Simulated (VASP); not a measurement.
# Ag in VASP: further runs

One slab, Ag, is run at these levels: LDA; tasks: single point, relaxation of the atoms.

Program: VASP 6.6.1. These are calculated values, not measurements. Logs are shortened: lines on timing, memory, paths and dates and some standing lists are left out, and cuts for length are marked.

## 1. The structure

The cell holds a slab with vacuum, 6 atoms: a = 2.830 Å, b = 2.830 Å, c = 26.554 Å, α = 90.00°, β = 90.00°, γ = 120.00°.

The slab is cut from a database's or a generator's crystal, which needn't be the stable form of the element.

## 2. Single point, LDA

Contents of INCAR:

```
SYSTEM = Ag
PREC = Accurate
ENCUT = 520
EDIFF = 1E-6
ISMEAR = 1
SIGMA = 0.1
LREAL = .FALSE.
LASPH = .TRUE.
NELM = 80
ALGO = Fast
ISIF = 2
LWAVE = .FALSE.
LCHARG = .FALSE.
LDIPOL = .TRUE.
IDIPOL = 3
DIPOL = 0.5 0.5 0.500
NBANDS = 42
LVHAR = .TRUE.
LVACPOTAV = .TRUE.
ICORELEVEL = 1
KPAR = 2
```

Contents of KPOINTS:

```
Automatic mesh
0
G
  15 15 1
  0 0 0
```

Contents of POSCAR:

```
Ag
1.0
    2.8300959000      0.0000000000      0.0000000000
   -1.4150479500      2.4509349400      0.0000000000
    0.0000000000      0.0000000000     26.5538181200
Ag
6
Direct
    0.6666666700      0.3333333300      0.2824452600
    0.3333333300      0.6666666700      0.3694671500
    0.0000000000      0.0000000000      0.4564890500
    0.6666666700      0.3333333300      0.5435109500
    0.3333333300      0.6666666700      0.6305328500
    0.0000000000      0.0000000000      0.7175547400
```

Potentials or basis: VASP PAW LDA potentials, release 64 (Ag).

On the command line:

```console
cat potpaw_LDA.64/Ag/POTCAR > POTCAR
mpirun -np 2 vasp_std > vasp.out
```

OUTCAR:

```text
SYSTEM = Ag
   PREC = Accurate
   ENCUT = 520
   EDIFF = 1E-6
   ISMEAR = 1
   LREAL = .FALSE.
   LASPH = .TRUE.
   NELM = 80
   ISIF = 2

 ion  position               nearest neighbor table
   1  0.667  0.333  0.282-   2 2.83   2 2.83   2 2.83
   2  0.333  0.667  0.369-   1 2.83   1 2.83   1 2.83   3 2.83   3 2.83   3 2.83
   3  0.000  0.000  0.456-   4 2.83   2 2.83   4 2.83   2 2.83   4 2.83   2 2.83
   4  0.667  0.333  0.544-   5 2.83   3 2.83   5 2.83   3 2.83   3 2.83   5 2.83
   5  0.333  0.667  0.631-   6 2.83   6 2.83   6 2.83   4 2.83   4 2.83   4 2.83
   6  0.000  0.000  0.718-   5 2.83   5 2.83   5 2.83

  LATTYP: Found a hexagonal cell.
 ALAT       =     2.8300959000
 C/A-ratio  =     9.3826566513

  Lattice vectors:

 A1 = (   2.8300959000,   0.0000000000,   0.0000000000)
 A2 = (  -1.4150479500,   2.4509349400,   0.0000000000)
 A3 = (   0.0000000000,   0.0000000000,  26.5538181200)

Analysis of symmetry for initial positions (statically):
=====================================================================
 Subroutine PRICEL returns:
 Original cell was already a primitive cell.

 Routine SETGRP: Setting up the symmetry group for a
 hexagonal supercell.

 Subroutine GETGRP returns: Found 12 space group operations
 (whereof  6 operations were pure point group operations)
 out of a pool of 24 trial point group operations.

The static configuration has the point symmetry C_3v.
 The point group associated with its full space group is D_3d.

Analysis of symmetry for dynamics (positions and initial velocities):
=====================================================================
 Subroutine PRICEL returns:
 Original cell was already a primitive cell.

 Routine SETGRP: Setting up the symmetry group for a
 hexagonal supercell.

 Subroutine GETGRP returns: Found 12 space group operations
 (whereof  6 operations were pure point group operations)
 out of a pool of 24 trial point group operations.

The dynamic configuration has the point symmetry C_3v.
 The point group associated with its full space group is D_3d.

 Subroutine INISYM returns: Found 12 space group operations
 (whereof  6 operations are pure point group operations),
 and found     1 'primitive' translations

----------------------------------------------------------------------------------------

                                     Primitive cell

  volume of cell :     184.1874

  direct lattice vectors                    reciprocal lattice vectors
     2.830095900  0.000000000  0.000000000     0.353344917  0.204003783  0.000000000
    -1.415047950  2.450934940  0.000000000     0.000000000  0.408007566  0.000000000
     0.000000000  0.000000000 26.553818120     0.000000000  0.000000000  0.037659368

  length of vectors
     2.830095900  2.830095896 26.553818120     0.408007566  0.408007566  0.037659368

  position of ions in fractional coordinates (direct lattice)
     0.666666670  0.333333330  0.282445260
     0.333333330  0.666666670  0.369467150
     0.000000000  0.000000000  0.456489050
     0.666666670  0.333333330  0.543510950
     0.333333330  0.666666670  0.630532850
     0.000000000  0.000000000  0.717554740

  ion indices of the primitive-cell ions
   primitive index   ion index
                 1           1
                 2           2
                 3           3
                 4           4
                 5           5
                 6           6

----------------------------------------------------------------------------------------

 KPOINTS: Automatic mesh

Automatic generation of k-mesh.
 Grid dimensions read from file:
 generate k-points for:   15   15    1

 Generating k-lattice:

  Cartesian coordinates                     Fractional coordinates (reciprocal lattice)
     0.023556328  0.013600252  0.000000000     0.066666667  0.000000000  0.000000000
     0.000000000  0.027200504  0.000000000     0.000000000  0.066666667  0.000000000
     0.000000000  0.000000000  0.037659368     0.000000000  0.000000000  1.000000000

  Length of vectors
     0.027200504  0.027200504  0.037659368

  Shift w.r.t. Gamma in fractional coordinates (k-lattice)
     0.000000000  0.000000000  0.000000000

 Subroutine IBZKPT returns following result:
 ===========================================

 Found     27 irreducible k-points:

 Following reciprocal coordinates:
            Coordinates               Weight
  0.000000  0.000000  0.000000      1.000000
  0.066667  0.000000  0.000000      6.000000
  0.133333  0.000000  0.000000      6.000000
  0.200000  0.000000  0.000000      6.000000
  0.266667  0.000000  0.000000      6.000000
  0.333333  0.000000  0.000000      6.000000
[... 16 lines left out ...]
  0.333333  0.200000  0.000000     12.000000
  0.400000  0.200000  0.000000      6.000000
 [... further k-points ...]
   k-points           NKPTS =     27   k-points in BZ     NKDIM =     27   number of bands    NBANDS=     42
   number of dos      NEDOS =    301   number of ions     NIONS =      6
   total plane-waves  NPLWV = 115200
   dimension x,y,z NGX =    24 NGY =   24 NGZ =  200
   dimension x,y,z NGXF=    48 NGYF=   48 NGZF=  400
   ions per type =               6
   NGX,Y,Z   is equivalent  to a cutoff of  14.10, 14.10, 12.52 a.u.
   NGXF,Y,Z  is equivalent  to a cutoff of  28.20, 28.20, 25.04 a.u.
 SYSTEM =  Ag
   PREC   = accura    normal or accurate (medium, high low for compatibility)
   ISTART =      0    job   : 0-new  1-cont  2-samecut
   ICHARG =      2    charge: 1-file 2-atom 10-const
   ISPIN  =      1    spin polarized calculation?
   LNONCOLLINEAR =      F non collinear calculations
   LSORBIT =      F    spin-orbit coupling
   LASPH  =      T    aspherical Exc in radial PAW
   ENCUT  =  520.0 eV  38.22 Ry    6.18 a.u.   5.26  5.26 49.37*2*pi/ulx,y,z
   NELM   =     80;   NELMIN=  2; NELMDL= -5     # of ELM steps
   EDIFF  = 0.1E-05   stopping-criterion for ELM
   LREAL  =      F    real-space projection
   EDIFFG = 0.1E-04   stopping-criterion for IOM
   NSW    =      0    number of steps for IOM
   IBRION =     -1    ionic relax: 0-MD 1-quasi-New 2-CG
   NFREE  =      0    steps in history (QN), initial steepest desc. (CG)
   ISIF   =      2    stress and relaxation
   ISYM   =      2    0-nonsym 1-usesym 2-fastsym
   POTIM  = 0.5000    time-step for ionic-motion
   TEBEG  =    0.0;   TEEND  =   0.0 temperature during run
   PSTRESS=    0.0 pullay stress
   NELECT =      66.0000    total number of electrons
   NUPDOWN=      -1.0000    fix difference up-down
   EMIN   =  10.00;   EMAX   =-10.00  energy-range for DOS
   EFERMI =   0.00;   METHOD = LEGACY
   ISMEAR =     1;   SIGMA  =   0.10  broadening in eV -4-tet -1-fermi 0-gaus
   EFERMI_NEDOS =   21; number of points for ismear=-14 and -15
   IALGO  =     68    algorithm
   IMIX   =      4    mixing-type and parameters
     AMIX     =   0.40;   BMIX     =  1.00
     AMIX_MAG =   1.60;   BMIX_MAG =  1.00
  volume/ion in A,a.u.               =      30.70       207.16
  Fermi-wavevector in a.u.,A,eV,Ry     =   1.162794  2.197362 18.396305  1.352090
  Thomas-Fermi vector in A             =   2.299351
   LORBIT       =      0    0 simple, 1 ext, 2 COOP (PROOUT), +10 PAW based schemes
   GGA     = CA    functional components
   LHFCALC =     F    Hartree Fock is set to
   AEXX    =    0.0000 exact exchange contribution
   IVDW    =     0    specifies the selected vdW correction
   LEPSILON=     F    determine dielectric tensor
   LRPA    =     F    only Hartree local field effects (RPA)
 non-spin polarized calculation
 RMM-DIIS sequential band-by-band and
 Methfessel and Paxton  Order N= 1 SIGMA  =   0.10
  energy-cutoff  :      520.00
  volume of cell :      184.19
 maximum number of plane-waves:      4990
 NGX is ok and might be reduce to    24
   NGX = 11   NGY = 11   NGZ = 99

 dipolmoment           0.000000      0.000000     -0.000000 electrons x Angstroem

 number of electron      66.0000004 magnetization

 dipolmoment           0.000000      0.000000      0.000000 electrons x Angstroem

 Free energy of the ion-electron system (eV)
  ---------------------------------------------------
  ext. energy  EPLUGINS =         0.00000000
  ---------------------------------------------------
  free energy    TOTEN  =       -21.66856008 eV

  energy without entropy =      -21.66405623  energy(sigma->0) =      -21.66705880

 the core state eigenenergies are
   1-  1s -25177.5979  2s  -3707.3419  2p  -3330.3705  3s   -674.9006  3p   -550.5687
       3d   -353.1902  4s    -88.9101  4p    -52.6553
   2-  1s -25177.9184  2s  -3707.6851  2p  -3330.7111  3s   -675.2462  3p   -550.9142
       3d   -353.5368  4s    -89.2578  4p    -53.0024
   3-  1s -25177.9655  2s  -3707.7352  2p  -3330.7611  3s   -675.2904  3p   -550.9584
       3d   -353.5819  4s    -89.2905  4p    -53.0326
   4-  1s -25177.9655  2s  -3707.7352  2p  -3330.7611  3s   -675.2904  3p   -550.9584
       3d   -353.5819  4s    -89.2905  4p    -53.0326
   5-  1s -25177.9184  2s  -3707.6851  2p  -3330.7111  3s   -675.2462  3p   -550.9142
       3d   -353.5368  4s    -89.2578  4p    -53.0024
   6-  1s -25177.5979  2s  -3707.3419  2p  -3330.3705  3s   -674.9006  3p   -550.5687
       3d   -353.1902  4s    -88.9101  4p    -52.6553

 E-fermi :   2.4018     XC(G=0):  -7.4374

 val. band max:        2.3984616723   @ k =   0.4667   0.0000   0.0000
 cond. band min:       2.4028125391   @ k =   0.4667   0.0667   0.0000
 fundamental gap:      0.0043508667
 Fermi energy:         2.4017582352

 k-point     1 :       0.0000    0.0000    0.0000
  band No.  band energies     occupation
      1      -5.7454      2.00000
      2      -5.1720      2.00000
      3      -4.5302      2.00000
      4      -4.4234      2.00000
      5      -4.1047      2.00000
      6      -4.0498      2.00000
[... 34 lines left out ...]
     41       8.1780      0.00000
     42      10.0228      0.00000

 k-point     2 :       0.0667    0.0000    0.0000
  band No.  band energies     occupation
      1      -5.6170      2.00000
      2      -5.0483      2.00000
      3      -4.4154      2.00000
      4      -4.3341      2.00000
      5      -4.0091      2.00000
      6      -3.9476      2.00000
[... 34 lines left out ...]
     41       8.2798      0.00000
     42      10.1342      0.00000

 k-point     3 :       0.1333    0.0000    0.0000
  band No.  band energies     occupation
      1      -5.2517      2.00000
      2      -4.7064      2.00000
      3      -4.1234      2.00000
      4      -4.0887      2.00000
      5      -3.7616      2.00000
      6      -3.6823      2.00000
[... 34 lines left out ...]
     41       8.5860      0.00000
     42      10.4552      0.00000

 k-point     4 :       0.2000    0.0000    0.0000
  band No.  band energies     occupation
      1      -4.7322      2.00000
      2      -4.2742      2.00000
      3      -3.9039      2.00000
      4      -3.7746      2.00000
      5      -3.5358      2.00000
      6      -3.4031      2.00000
[... 844 lines left out ...]
     41      10.0789      0.00000
     42      10.3746      0.00000

 k-point    23 :       0.3333    0.2000    0.0000
  band No.  band energies     occupation
      1      -3.9956      2.00000
      2      -3.8441      2.00000
      3      -3.7431      2.00000
      4      -3.6382      2.00000
      5      -3.5512      2.00000
      6      -3.4993      2.00000
[... 34 lines left out ...]
     41       9.5067      0.00000
     42      10.0633      0.00000

 k-point    24 :       0.4000    0.2000    0.0000
  band No.  band energies     occupation
      1      -4.0380      2.00000
      2      -3.8463      2.00000
      3      -3.7540      2.00000
      4      -3.6908      2.00000
      5      -3.5541      2.00000
      6      -3.5259      2.00000
[... 34 lines left out ...]
     41       9.3535      0.00000
     42      10.0029      0.00000

 [... further k-points ...]
[... 5 lines left out ...]
  --------------------------------------------------------------------------------------
  -------------------------------------------------------------------------------------
  Total       -1.5958034     -1.5958034     -0.0964397      0.0000000     -0.0000000     -0.0000000
  in kB      -13.8812974    -13.8812974     -0.8388931      0.0000000     -0.0000000     -0.0000000
  external PRESSURE =      -9.5338293 kB  Pullay stress =       0.0000000 kB

 VOLUME and BASIS-vectors are now :
 -----------------------------------------------------------------------------
  energy-cutoff  :      520.00
  volume of cell :      184.19
      direct lattice vectors                 reciprocal lattice vectors
     2.830095900  0.000000000  0.000000000     0.353344917  0.204003783  0.000000000
    -1.415047950  2.450934940  0.000000000     0.000000000  0.408007566  0.000000000
     0.000000000  0.000000000 26.553818120     0.000000000  0.000000000  0.037659368

 POSITION                                       TOTAL-FORCE (eV/Angst)
 -----------------------------------------------------------------------------------
      1.41505      0.81698      7.50000        -0.000000      0.000000      0.034774
     -0.00000      1.63396      9.81076        -0.000000      0.000000     -0.031662
      0.00000      0.00000     12.12153         0.000000     -0.000000     -0.058105
      1.41505      0.81698     14.43229        -0.000000      0.000000      0.058105
     -0.00000      1.63396     16.74305         0.000000     -0.000000      0.031662
      0.00000      0.00000     19.05382         0.000000     -0.000000     -0.034774
 -----------------------------------------------------------------------------------
    total drift:                               -0.000000      0.000000      0.000001

  FREE ENERGIE OF THE ION-ELECTRON SYSTEM (eV)
  ---------------------------------------------------
  free  energy   TOTEN  =       -21.6685600786 eV

  energy  without entropy=      -21.6640562314  energy(sigma->0) =      -21.66705880

 vacuum level on the upper side and lower side of the slab         7.320         7.320
```

It took 1.7 min on 2 MPI ranks of Intel Xeon 6975P-C (Granite Rapids), shared host; peak memory 0.32 GiB.

What came out:

```
Free energy                     : -21.6686 eV
Largest force                   : 0.058 eV/Å
Band gap on the k mesh          : none (metal or under the smearing width)
Work function of the upper face : 4.92 eV
Work function of the lower face : 4.92 eV
```

Forces in eV/Å, atoms in the order of the input:
```
Ag   0.000  0.000  0.035
Ag   0.000  0.000 -0.032
Ag   0.000  0.000 -0.058
Ag   0.000  0.000  0.058
Ag   0.000  0.000  0.032
Ag   0.000  0.000 -0.035
```

Levels at points of the mesh, in eV from the Fermi level:
```tsv
k point	band 30	band 31	band 32	band 33	band 34	band 35	band 36	band 37	band 38	band 39
(0.00, 0.00, 0.00)	-3.38	-3.09	-3.09	-2.99	-2.99	-2.52	-0.63	-0.04	4.39	4.56
```

Core levels (eV, on the scale of the bands):
```
atom                                                                                    levels
1 Ag  1s -25177.6, 2s -3707.3, 2p -3330.4, 3s -674.9, 3p -550.6, 3d -353.2, 4s -88.9, 4p -52.7
2 Ag  1s -25177.9, 2s -3707.7, 2p -3330.7, 3s -675.2, 3p -550.9, 3d -353.5, 4s -89.3, 4p -53.0
3 Ag  1s -25178.0, 2s -3707.7, 2p -3330.8, 3s -675.3, 3p -551.0, 3d -353.6, 4s -89.3, 4p -53.0
4 Ag  1s -25178.0, 2s -3707.7, 2p -3330.8, 3s -675.3, 3p -551.0, 3d -353.6, 4s -89.3, 4p -53.0
5 Ag  1s -25177.9, 2s -3707.7, 2p -3330.7, 3s -675.2, 3p -550.9, 3d -353.5, 4s -89.3, 4p -53.0
6 Ag  1s -25177.6, 2s -3707.3, 2p -3330.4, 3s -674.9, 3p -550.6, 3d -353.2, 4s -88.9, 4p -52.7
```

(Continued in part 2 of 2.)
